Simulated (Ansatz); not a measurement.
Input of an Ansatz 0.2.0 run:

input.yaml

```yaml
crystal:
  lattice:
    - [0.0, 2.24063, 2.24063]
    - [2.24063, 0.0, 2.24063]
    - [2.24063, 2.24063, 0.0]
  atoms:
    - { symbol: Ni, position: [0.0, 0.0, 0.0], spin: 1.0 }
    - { symbol: O, position: [0.75, 0.75, 0.75] }
hamiltonian:
  xc: pbe0
  pseudopotentials: { kind: paw }
magnetization:
  spin_polarized: true
kpoints:
  mp_grid: { grid: [5, 5, 5] }
scf:
  occupations: { method: fermi_dirac, width: 0.05 }
output:
  forces: true
  stress: true
  eigenvalues: true
relax:
  f_tol: 0.01
  max_steps: 40
  cell: { stress_tol: 0.05 }
```

Potentials or basis: Ansatz PAW.

Launch:

```bash
$ ansatz run input.yaml --threads 2 --pin off --max-ram 5632MiB --backend cpu --events-out ev --progress --plain --runs-dir out
```

Q: Predict the relaxed volume.

A: 10.97 Å³/atom.

Q: Estimate the absolute moment.

A: 2.14 μB per cell.

Q: Estimate the space group after relaxing (to 0.05 Å).

A: F-43m (No. 216).

Step by step:
| step | energy change (eV) | largest force (eV/Å) | volume (Å³) |
| --- | --- | --- | --- |
| 1 | 0.0000 | 0.0000 | 22.50 |
| 2 | -0.0067 | 0.0000 | 22.22 |
| 3 | -0.0098 | 0.0000 | 21.93 |
| 4 | -0.0097 | 0.0000 | 21.94 |
| 5 | -0.0072 | 0.0000 | 21.94 |
| 6 | -0.0073 | 0.0000 | 21.93 |
| 7 | -0.0073 | 0.0000 | 21.93 |

Caveat: the k mesh is coarse (spacing up to 0.49 Å⁻¹), so the values aren't converged, least of all with exact exchange; the magnetic or orbital state may not be the lowest; the plane-wave basis is chosen anew once the cell has moved, so the energies of steps on either side of that aren't comparable; the pressure holds a Pulay correction of +0.7 GPa for the finite cutoff; a cell with one magnetic atom can't hold antiferromagnetic order, which such compounds often take; the PAW data sets come from PBE, with cores solved anew for the run's functional, which leaves a small shift of forces and pressure.
